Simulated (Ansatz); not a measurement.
# RbBr (Fm-3m): thermal expansion from first principles

Wanted: α(T), C_P(T) and B(T) of RbBr in the quasi-harmonic approximation.

Experimental results on record:
- volume expansion coefficient 117 1e-6/K near room temperature (given in “Descriptors for thermal expansion in solids”, 2017, arXiv:1701.03966)

Main program and level: Ansatz 0.2.0; DFT RPBE, scalar-relativistic, plane waves, PAW.

The database entry behind the starting cell differs from later determinations by our own check (about 0.5 % short), so it need not match the best structure at ambient conditions.

## 1. Starting point

Symmetry: Fm-3m, No. 225, cubic system. Conventional cell: a = 6.854 Å, b = 6.854 Å, c = 6.854 Å, α = 90.00°, β = 90.00°, γ = 90.00°. Nearest to Rb lie 6 Br at 3.43 Å. Nearest to Br lie 6 Rb at 3.43 Å. Farther neighbours and most contacts between anions are not listed.

## 2. Probe on a coarse mesh

Before spending time, one coarse run tells the gap and the pressure of the starting cell.

input.yaml

```yaml
crystal:
  lattice:
    - [0.0, 3.427, 3.427]
    - [3.427, 0.0, 3.427]
    - [3.427, 3.427, 0.0]
  atoms:
    - { symbol: Rb, position: [0.0, 0.0, 0.0] }
    - { symbol: Br, position: [0.5, 0.5, 0.5] }
kpoints:
  mp_grid: { grid: [4, 4, 4] }
hamiltonian:
  xc: rpbe
scf:
  occupations: { method: gaussian, width: 0.1 }
output:
  forces: true
  stress: true
  eigenvalues: true
```

Run with:

```console
$ ansatz run input.yaml --threads 4 --pin off --max-ram 8192MiB --backend cpu --events-out ev --progress --plain --runs-dir out
```

Numbers of over 12 decimals in the logs are rounded to 6 here.

The log of the run:

```text
Engine: ansatz 0.2.0, x86_64-unknown-linux-gnu
Pseudopotentials: kind: paw
Pseudopotential: Rb, paw, valence charge 9, recommended cutoff 420 eV (normal), Rb.paw.azcp
Pseudopotential: Br, paw, valence charge 7, recommended cutoff 420 eV (normal), Br.paw.azcp
Functional definition: RPBE
  parameter kappa = 0.804
  parameter beta = 0.066725
  exchange = rpbe_x(kappa = kappa, mu = beta*pi^2/3)
  correlation = pbe_c(beta = beta)
Crystal: 2 atoms, lattice volume = 80.496 Å³
Basis set: ecut = 420 eV, 1591 PW (Γ), exchange–correlation on 72×72×72 points (8 copies of the dense FFT grid, shifted against one another)
Bands: 12, of which v1, the nominal top of the filled ones, is band 8 counted from 1 (7 counted from 0)
Symmetry: 48 space group operations
Space group: Fm-3m (ITA 225), of the structure as read, at distance tolerance 4.3e-5 Å
k-points: 8 of 64
Non-local potential: Rb, projectors of the file, l = 0: 3, l = 1: 2, l = 2: 2
Non-local potential: Br, projectors of the file, l = 0: 2, l = 1: 2, l = 2: 2
PAW form: soft (Blöchl's): semilocal exchange-correlation on the pseudo side does not see the compensation charge
PAW frozen core: Rb, regenerated for the run's functional, and the local potential with it (the file was generated under x = pbe(κ = 0.804, μ = 0.219515), c = pbe(β = 0.066725))
PAW frozen core: Br, regenerated for the run's functional, and the local potential with it (the file was generated under x = pbe(κ = 0.804, μ = 0.219515), c = pbe(β = 0.066725))
PAW one-centre angular grid: Rb, 110 points (default); XC on 64 Gauss nodes
PAW one-centre angular grid: Br, 110 points (default); XC on 64 Gauss nodes
Initial density: superposition of atomic densities (neutral atoms: chi_scale 0, normalization atom), corrected by the library's trained network
Initial wavefunctions: pseudopotential atomic-orbital guess
Functional: x = rpbe, c = pbe(β = 0.066725)
SCF iter   1: F=—  HF=-6067.090237 eV  |F-HF|=—  |Δ(HF+E_count)|=         —  Δρ=1.81e-3  dr2=3.57e-3  ethr=1.77e-3  ⟨swp⟩=8.8  Hψ=687  notcnv=0
preconditioner: auto → none  [insulator: Δε(μ)=4.715 eV  Ē_g=13.587 eV  σ=0.100 eV  W_gap=1.00  n_scr=14 (ndim 8)  ℏωp=15.5 eV  f_vac=0.082  D(μ)=0.00/eV (n_scr^D=0)  ε∞_Penn≈2.3]
SCF iter   2: F=—  HF=-6067.090289 eV  |F-HF|=—  |Δ(HF+E_count)|=   5.24e-5  Δρ=9.78e-4  dr2=4.91e-4  ethr=2.23e-5  ⟨swp⟩=2.2  Hψ=217  notcnv=0
SCF iter   3: F=—  HF=-6067.090427 eV  |F-HF|=—  |Δ(HF+E_count)|=   1.38e-4  Δρ=2.82e-4  dr2=6.51e-5  ethr=3.07e-6  ⟨swp⟩=1.9  Hψ=145  notcnv=0
SCF iter   4: F=—  HF=-6067.090448 eV  |F-HF|=—  |Δ(HF+E_count)|=   2.19e-5  Δρ=2.05e-5  dr2=1.09e-7  ethr=4.07e-7  ⟨swp⟩=2.0  Hψ=120  notcnv=0
iter 5 did not close the SCF: its close was put off for the readings that it lacked (scf_convergence_deferred on its scf_iter line)
SCF iter   5: F=-6067.090449 eV  HF=-6067.090449 eV  |F-HF|=7.64e-8  |Δ(HF+E_count)|=   3.80e-7  Δρ=8.68e-6  dr2=1.95e-8  ethr=6.80e-10  ⟨swp⟩=2.2  Hψ=164  notcnv=0
SCF iter   6: F=-6067.090449 eV  HF=-6067.090449 eV  |F-HF|=5.64e-11  |Δ(HF+E_count)|=   9.15e-8  Δρ=1.11e-6  dr2=4.82e-10  ethr=1.22e-10  ⟨swp⟩=4.0  Hψ=507  notcnv=0
SCF 1 converged in 6 iterations: F = -6067.090449 eV  dr2 = 4.82e-10
  greatest PAW one-centre occupation: 0.973 electrons in one spin orbital (limit 2), on the Rb atom at site 0 (counted from 0), in its partial waves of l = 0
SCF converged after 6 iterations
Free energy (F): -6067.090449 eV
Harris-Foulkes:  -6067.090449 eV  (|F-HF|=5.64e-11)
Internal energy: -6067.090449 eV  (E = F + TS)
E sigma→0 (E₀):  -6067.090449 eV
Fermi energy:    3.707678 eV
--- Per-component energies (eV) ---
  E_band       = -105.211686
  E_kinetic    = 328.096802
  E_local      = -799.492477  (includes V_loc(G=0)·N_el)
  E_nonlocal   = 241.825812
  E_hartree    = 207.109695
  E_xc         = -397.972742
  E_vxc        = -242.438685  (∫ρ·V_xc dr)
  E_paw        = -4876.192503  (= ΣΔE_a)
  E_vpaw       = -47.422734  (= ΣTr[D̂ρ^β])
  E_aug_tail   = -0.000001  (compensation charges beyond the density's cutoff)
  E_ewald      = -770.339449
  E_core_change = -0.125587  (= ΣΔE_core)
  E_smearing   = -0.000000  (= −TS)
  E_closure    = 0.000000  (closes the sum)
  Σ components = -6067.090449   (vs F -6067.090449, Δ=0.00e0)
--- Forces (eV/Å), atoms counted from 1 ---
  atom   1  Rb    -0.00000000     0.00000000    -0.00000000
  atom   2  Br     0.00000000     0.00000000     0.00000000
  max |Σ_I F_I| component: 2.93e-30 eV/Å
--- Stress (GPa, compression-positive) ---
        2.307903      -0.000000       0.000000
       -0.000000       2.307903      -0.000000
       -0.000000       0.000000       2.307903
  P = ⅓ Tr σ = 2.3079 GPa (23.079 kbar)
--- Band table (eV; the first three rows and the last of 8) ---
  k-point 0: bands = [... 4 lower, -7.1921, 1.3555, 1.3555, 1.3555, 6.0575, 8.8283, 8.8283, 8.8283]
  k-point 1: bands = [... 4 lower, -7.1649, 0.8311, 1.1779, 1.1779, 7.3000, 8.7440, 9.5419, 9.5419]
  k-point 2: bands = [... 4 lower, -7.1380, 0.4214, 1.0144, 1.0144, 8.4785, 9.3400, 11.0058, 11.0058]
  k-point 7: bands = [... 4 lower, -7.1714, 0.8852, 1.0272, 1.0272, 8.6924, 8.6924, 9.8343, 10.1523]
```

Run time: 0.32 s. Hardware: 4 threads of Intel Xeon Platinum 8488C (Sapphire Rapids), shared host; peak memory 0.35 GiB.

In the SCF lines HF is the Harris–Foulkes energy and dr2 the Hartree energy of the density residual, in eV; the loop may stop once dr2 is under the threshold and the program's other checks hold. Hψ counts applications of the Hamiltonian.

A gap read on the k-mesh alone can miss the band edges.

Numbers from this step:

| Property | Result |
| --- | --- |
| pressure | 2.308 GPa |
| gap on the k-mesh | 4.702 eV |
| volume per atom | 40.25 Å³ |

The start is under 2.3 GPa at this level and looks like an insulator or semiconductor on this mesh.

## 3. Finding the static equilibrium

Phonons are second derivatives about a minimum, so cell and atoms are relaxed first, inside the symmetry of the start.

input.yaml, the sections that differ from step 2:

```yaml
kpoints:
  mp_grid: { grid: [6, 6, 6] }
scf:
  occupations: { method: gaussian, width: 0.02 }
relax:
  adjacent_minimum: "off"
  f_tol: 0.005
  max_steps: 80
  cell: { stress_tol: 0.05 }
# crystal, hamiltonian, output: as in step 2
```

The log of the run:

```text
[...]
Crystal: 2 atoms, lattice volume = 80.496 Å³
Basis set: ecut = 420 eV, 1591 PW (Γ), exchange–correlation on 72×72×72 points (8 copies of the dense FFT grid, shifted against one another)
Bands: 12, of which v1, the nominal top of the filled ones, is band 8 counted from 1 (7 counted from 0)
Symmetry: 48 space group operations
[...]
k-points: 16 of 216
[...]
SCF iter   1: F=—  HF=-6067.090403 eV  |F-HF|=—  |Δ(HF+E_count)|=         —  Δρ=1.82e-3  dr2=3.63e-3  ethr=1.77e-3  ⟨swp⟩=8.6  Hψ=1416  notcnv=0
[...]
SCF iter   6: F=-6067.090630 eV  HF=-6067.090630 eV  |F-HF|=2.18e-11  |Δ(HF+E_count)|=   9.43e-8  Δρ=1.13e-6  dr2=5.57e-10  ethr=1.24e-10  ⟨swp⟩=3.5  Hψ=872  notcnv=0
SCF 1 converged in 6 iterations: F = -6067.090630 eV  dr2 = 5.57e-10
[...]
relax step   1: F+E_penalty+E_count = -6067.09062982 eV  Δ(F+E_penalty+E_count) = +0.000e0 eV  max|allowed force component| = 9.253e-30 eV/Å  Δτ_max = 0.0000 Å  P = +2.306 GPa  Ω = 80.496 Å³  (6 SCF iters, dr2 threshold 1.00e-7 eV, accepted)
Crystal: 2 atoms, lattice volume = 86.527 Å³
Basis set: ecut = 420 eV, 1687 PW (Γ), exchange–correlation on 72×72×72 points (8 copies of the dense FFT grid, shifted against one another)
[...]
iter 1 solved again at ethr=2.38e-5 eV; its pass at ethr=3.10e-3 eV (dr2=3.81e-3 eV) is discarded
[...]
SCF iter   5: F=-6067.153590 eV  HF=-6067.153590 eV  |F-HF|=2.82e-7  |Δ(HF+E_count)|=   2.00e-6  Δρ=9.89e-6  dr2=6.71e-8  ethr=1.25e-9  ⟨swp⟩=7.1  Hψ=1103  notcnv=0
SCF 2 converged in 5 iterations: F = -6067.153590 eV  dr2 = 6.71e-8
relax step   2: F+E_penalty+E_count = -6067.15359023 eV  Δ(F+E_penalty+E_count) = -6.296e-2 eV  max|allowed force component| = 1.413e-30 eV/Å  Δτ_max = 0.0000 Å  P = +1.120 GPa  Ω = 86.527 Å³  energy of the carried Pulay correction = -1.346e-4 eV  (5 SCF iters, dr2 threshold 2.00e-7 eV, accepted)
Crystal: 2 atoms, lattice volume = 93.102 Å³
Basis set: ecut = 420 eV, 1837 PW (Γ), exchange–correlation on 72×72×72 points (8 copies of the dense FFT grid, shifted against one another)
[...]
SCF iter   5: F=-6067.180142 eV  HF=-6067.180142 eV  |F-HF|=2.86e-7  |Δ(HF+E_count)|=   1.77e-6  Δρ=9.91e-6  dr2=6.62e-8  ethr=1.25e-9  ⟨swp⟩=7.0  Hψ=1112  notcnv=0
SCF 3 converged in 5 iterations: F = -6067.180142 eV  dr2 = 6.62e-8
relax step   3: F+E_penalty+E_count = -6067.18014201 eV  Δ(F+E_penalty+E_count) = -2.655e-2 eV  max|allowed force component| = 6.952e-30 eV/Å  Δτ_max = 0.0000 Å  P = +0.238 GPa  Ω = 93.102 Å³  energy of the carried Pulay correction = -2.707e-4 eV  (5 SCF iters, dr2 threshold 2.00e-7 eV, accepted)
[...]
relax step   4: F+E_penalty+E_count = -6067.18174368 eV  Δ(F+E_penalty+E_count) = -1.602e-3 eV  max|allowed force component| = 1.183e-29 eV/Å  Δτ_max = 0.0000 Å  P = -0.028 GPa  Ω = 95.704 Å³  energy of the carried Pulay correction = -3.218e-4 eV  (5 SCF iters, dr2 threshold 1.41e-7 eV, accepted)
[...]
SCF iter   1: F=—  HF=-6067.181942 eV  |F-HF|=—  |Δ(HF+E_count)|=         —  Δρ=4.28e-5  dr2=2.28e-7  ethr=4.48e-6  ⟨swp⟩=3.2  Hψ=1884  notcnv=0
eigensolver tolerance schedule: the retry pair's looser diagonalisation over-reported the residual by 3145.62 of it (diagonalisation noise at an unbounded share of the residual, at the tolerance the schedule requests for it); recorded, not acted on — ethr = c·dr2/N_el stays at c = 1.0e-1
[...]
SCF iter   2: F=—  HF=-6067.181948 eV  |F-HF|=—  |Δ(HF+E_count)|=   6.06e-6  Δρ=2.13e-5  dr2=4.99e-8  ethr=1.42e-9  ⟨swp⟩=3.6  Hψ=446  notcnv=0
[...]
SCF iter   6: F=-6067.181949 eV  HF=-6067.181949 eV  |F-HF|=5.46e-12  |Δ(HF+E_count)|=  2.34e-10  Δρ=1.91e-8  dr2=2.14e-13  ethr=1.00e-12  ⟨swp⟩=6.2  Hψ=869  notcnv=0
SCF 5 converged in 6 iterations: F = -6067.181949 eV  dr2 = 2.14e-13
relax step   5: F+E_penalty+E_count = -6067.18194888 eV  Δ(F+E_penalty+E_count) = -2.052e-4 eV  max|allowed force component| = 2.531e-29 eV/Å  Δτ_max = 0.0000 Å  P = -0.027 GPa  Ω = 95.704 Å³  stress off target by 2.70e-2 GPa  SCF on the basis re-selected at this cell (its energy is not comparable with the rows above)  (6 SCF iters)
basis re-selected at this cell: Δ(F+E_penalty+E_count) = -2.052e-4 eV, ΔP = +0.001 GPa vs the last step (what re-selecting the basis moved, of the pressure what is left beyond the Pulay correction that the steps carried, after the strain that the cell walked since its last selection, with what the two solves' SCF thresholds leave and, on support functions, any second-order correction that the steps lacked; it is no m [...]
SCF converged after 6 iterations
Free energy (F): -6067.181949 eV
[...]
Internal energy: -6067.181949 eV  (E = F + TS)
E sigma→0 (E₀):  -6067.181949 eV
Fermi energy:    2.443188 eV
[...]
--- Stress (GPa, compression-positive) ---
       -0.027024      -0.000000      -0.000000
       -0.000000      -0.027024      -0.000000
       -0.000000      -0.000000      -0.027024
  P = ⅓ Tr σ = -0.0270 GPa (-0.270 kbar)
--- Band table (eV; the first three rows and the last of 16) ---
  k-point 0: bands = [... 4 lower, -8.6311, 0.3139, 0.3139, 0.3139, 4.5724, 7.6712, 7.6712, 7.6712]
  k-point 1: bands = [... 4 lower, -8.6265, 0.1100, 0.2571, 0.2571, 5.0901, 7.5403, 7.9428, 7.9428]
  k-point 2: bands = [... 4 lower, -8.6174, -0.2273, 0.1485, 0.1485, 6.2325, 7.5233, 8.6909, 8.6909]
  k-point 15: bands = [... 4 lower, -8.6350, -0.0240, 0.0333, 0.1017, 6.8105, 7.6827, 8.0916, 8.7349]
--- Relaxed structure (4 steps of the walk, 4 accepted, 1 SCFs on fresh bases) ---
  F+E_penalty+E_count = -6067.18194888 eV   max|allowed force component| = 2.531e-29 eV/Å   (the final SCF, on the basis selected at the relaxed cell)
  cell:  # Å, volume = 95.7045 Å³
    - [0, 3.630508, 3.630508]
    - [3.630508, 0, 3.630508]
    - [3.630508, 3.630508, 0]
  atoms:
    - { symbol: Rb, position: [0, 0, 0] }
    - { symbol: Br, position: [0.500000, 0.500000, 0.500000] }
```

Wall time 1.8 s (4 threads); peak memory 0.38 GiB; 5.4 s of CPU time.

Relaxation path:

```csv
step,energy less that of the first step (eV),largest force component (eV/Å),pressure (GPa),volume (Å³)
1,0.0000,0.0000,2.31,80.50
2,-0.0630,0.0000,1.12,86.53
3,-0.0895,0.0000,0.24,93.10
4,-0.0911,0.0000,-0.03,95.70
5*,-0.0913,0.0000,-0.03,95.70
```

Relaxation steps marked * repeat the geometry before them on a plane-wave basis chosen anew for their cell, so energy and pressure can jump there.

The run keeps the 48 symmetry operations that it works with, so distortions that break them were not tested.

```csv
"conventional cell, symmetrised",before,after,change
a (Å),6.854,7.261,+5.9 %
b (Å),6.854,7.261,+5.9 %
c (Å),6.854,7.261,+5.9 %
volume (Å³/atom),40.25,47.85,+18.9 %
```

Final coordinates:

```xyz
2
Lattice="0.0000 3.6305 3.6305 3.6305 0.0000 3.6305 3.6305 3.6305 0.0000" Properties=species:S:1:pos:R:3 pbc="T T T"
Rb    0.0000    0.0000    0.0000
Br    3.6305    3.6305    3.6305
```

This step gave:

* pressure: -0.02702 GPa
* gap on the k-mesh: 4.258 eV
* volume per atom: 47.85 Å³

The relaxation ends with a pressure of -0.03 GPa.

[end of part 1 of 3]

[Logs are printed without paths, hosts, clocks, repeated set-up lines and the standing remarks that a program may print on its own settings, such as how far it seeks lower states.]

[Hosts, paths, dates, database ids (printed as entryN), source tags and the programs' standing remarks are cut or masked in the printed files.]

[A step with changed settings may run another functional than the one named; its input shows which.]

[Pressures of single members of a volume series are the stress at the run's cutoff; with an incomplete basis they can lie off −dE/dV of the same runs, and they are not shown converged.]
